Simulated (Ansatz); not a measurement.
Input of an Ansatz 0.2.0 run:

File input.yaml:

```yaml
crystal:
  lattice:
    - [3.635035, -2.39502, 0.0]
    - [3.635035, 2.39502, 0.0]
    - [0.0, 0.0, 9.79344]
  atoms:
    - { symbol: I, position: [0.6493, 0.3507, 0.3844] }
    - { symbol: I, position: [0.1493, 0.8507, 0.1156] }
    - { symbol: I, position: [0.3507, 0.6493, 0.6156] }
    - { symbol: I, position: [0.8507, 0.1493, 0.8844] }
hamiltonian:
  xc: pbe
  pseudopotentials: { kind: paw }
  dispersion: d4
kpoints:
  mp_grid: { grid: [7, 7, 3] }
scf:
  occupations: { method: fermi_dirac, width: 0.05 }
output:
  forces: true
  stress: true
relax:
  f_tol: 0.01
  max_steps: 40
  cell: { stress_tol: 0.05 }
```

Potentials or basis: Ansatz PAW.

The run is started by

```console
$ ansatz run input.yaml --threads 2 --pin off --max-ram 5632MiB --backend cpu --events-out ev --progress --plain --runs-dir out
```

(1) What does it give for the band gap on the k mesh?

(2) Predict the relaxed cell.

(3) Estimate the relaxed volume.

(4) What does it give for the space group after relaxing (to 0.05 Å)?

Results:

(1) 0.88 eV.

(2) a = 4.275 Å, b = 4.275 Å, c = 9.629 Å, α = 90.00°, β = 90.00°, γ = 63.26°.

(3) 39.29 Å³/atom.

(4) Cmce (No. 64).

Caveat: odd divisions of the mesh miss points on the zone boundary, where band edges often lie, so the gap on the mesh can be too wide; the plane-wave basis is chosen anew once the cell has moved, so the energies of steps on either side of that aren't comparable; spin-orbit coupling is left out, which moves the levels of the heavy elements.
